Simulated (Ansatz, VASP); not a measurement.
# CdTe in VASP and in Ansatz

The input INCAR:

```
SYSTEM = CdTe
PREC = Accurate
ENCUT = 520
EDIFF = 1E-6
ISMEAR = -1
SIGMA = 0.02
LREAL = .FALSE.
LASPH = .TRUE.
NELM = 80
ALGO = Normal
ISIF = 2
LWAVE = .FALSE.
LCHARG = .FALSE.
GGA = PE
NBANDS = 16
```

The input KPOINTS:

```
regular mesh
0
G
  3 3 3
  0 0 0
```

POSCAR

```
CdTe
1.0
    0.0000000000      3.2050000000      3.2050000000
    3.2050000000      0.0000000000      3.2050000000
    3.2050000000      3.2050000000      0.0000000000
Te Cd
1 1
Direct
    0.7500000000      0.7500000000      0.7500000000
    0.0000000000      0.0000000000      0.0000000000
```

input.yaml

```yaml
crystal:
  lattice:
    - [0.0, 3.205, 3.205]
    - [3.205, 0.0, 3.205]
    - [3.205, 3.205, 0.0]
  atoms:
    - { symbol: Te, position: [0.75, 0.75, 0.75] }
    - { symbol: Cd, position: [0.0, 0.0, 0.0] }
kpoints:
  mp_grid: { grid: [3, 3, 3] }
scf:
  occupations: { method: fermi_dirac, width: 0.02 }
hamiltonian:
  xc: pbe
  pseudopotentials: { kind: all_electron, lapw: { basis_error: 0.002 } }
output:
  forces: true
  stress: true
  eigenvalues: true
```

Alike in both runs: task single point; functional PBE; k mesh 3 × 3 × 3; occupations fermi-dirac, width 0.02 eV; no spin polarisation.

```csv
,VASP,Ansatz
version,VASP 6.6.1,Ansatz 0.2.0
potentials or method,"VASP PAW PBE potentials, release 64 (Te, Cd)","all-electron LAPW, scalar-relativistic"
plane-wave cutoff (eV),520,see its input
```

|  | VASP | Ansatz | Ansatz less VASP |
| --- | --- | --- | --- |
| gap on the k mesh at the Fermi level (eV) | 0.84 | 0.84 | 0.000 |
| least direct gap on the mesh (eV) | 0.84 | 0.84 | 0.000 |
| pressure (GPa) | 5.3 | 5.2 | -0.15 |

Ansatz ran all-electron here, so the differences hold the error of VASP's frozen core and of both bases.

Caveats: the k mesh is coarse (spacing up to 0.57 Å⁻¹), so the values aren't converged; spin-orbit coupling is left out, which moves the levels of the heavy elements.
